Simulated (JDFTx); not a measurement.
A run of JDFTx 1.7.0 (patched build) is set up as follows.

As.in

```
include As.lattice
coords-type Lattice
include As.ionpos

ion-species pseudo/As.upf
elec-cutoff 42 336
elec-ex-corr gga-PBEsol
kpoint-folding 9 9 9
elec-smearing Gauss 0.00036749322
elec-n-bands 22
electronic-SCF nIterations 100 energyDiffThreshold 1e-09
electronic-minimize nIterations 30 energyDiffThreshold 1e-7
converge-empty-states yes
forces-output-coords Cartesian

dump-name run.$VAR
dump End Ecomponents EigStats BandEigs Kpoints Forces Stress ElecDensity Dtot KEdensity
```

The input As.lattice:

```
lattice \
    7.8064586208     4.5700938301     4.5700938301 \
    0.0000000000     6.3289050067     2.3369746815 \
    0.0000000000     0.0000000000     5.8816313996
```

File As.ionpos:

```
ion As     0.2260000000     0.2260000000     0.2260000000 1
ion As     0.7740000000     0.7740000000     0.7740000000 1
```

Potentials or basis: PseudoDojo-SR-PBEsol-0.4.1-standard with smoothed tails.

Command:

```console
$ jdftx -c 1 -i As.in -o As.out
```

(1) Predict the pressure.

(2) Predict the largest force.

Answers

(1) 0.4 GPa.

(2) 0.378 eV/Å.
